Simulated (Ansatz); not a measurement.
Runs of Ansatz 0.2.0 on Fe. Symmetry: Im-3m, No. 229, cubic system. Conventional cell: a = 2.886 Å, b = 2.886 Å, c = 2.886 Å, α = 90.00°, β = 90.00°, γ = 90.00°. Fe (site symmetry m-3m) has 8 Fe at 2.50 Å as nearest neighbours. 

```tsv
task	level	cell	k mesh	smearing	atoms under strain	mesh quality	gap on the mesh (eV)	pressure (GPa)	moment (μB)
single point	PBE	as given	13 × 13 × 13	gaussian 0.015 eV	-	not flagged	none	-9.6	2.25
relaxation of cell and atoms	HSEsol	relaxed	7 × 7 × 7	fermi-dirac 0.05 eV	-	coarse	none	0.0	(a)
single point	PBE	as given	13 × 13 × 13	gaussian 0.025 eV	-	not flagged	none	-9.6	2.25
single point	PBE	as given	13 × 13 × 13	gaussian 0.017 eV	-	not flagged	none	-9.6	2.25
single point	PBE	as given	13 × 13 × 13	gaussian 0.019 eV	-	not flagged	none	-9.6	2.25
single point	PBE	as given	13 × 13 × 13	gaussian 0.021 eV	-	not flagged	none	-9.6	2.25
single point	PBE	as given	13 × 13 × 13	gaussian 0.013 eV	-	not flagged	none	-9.6	2.25
elastic constants	PBEsol	as given	10 × 10 × 10	fermi-dirac 0.05 eV	relaxed	not flagged	none	-19.8	2.17
```

Alike in all rows: potentials or basis Ansatz PAW; spin collinear, ferromagnetic start; cutoff (eV) 420.

Q: Estimate the missing entries.

A: (a) 2.88.

Caveats: some runs use coarse meshes; the PAW data sets come from PBE, with cores solved anew for the run's functional, which leaves a small shift of forces and pressure (some runs); the magnetic or orbital state may not be the lowest (some runs); the plane-wave basis is chosen anew once the cell has moved, so the energies of steps on either side of that aren't comparable (some runs); the cell is more than 3 GPa from zero pressure, which shifts response properties (some runs); elastic constants of metals need much finer meshes, so these are rough (some runs); so large a pressure means that the cell lies far from this level's equilibrium, or that cutoff or potentials fall short (some runs).

A gap of «none» marks a metal or a gap under the smearing width.
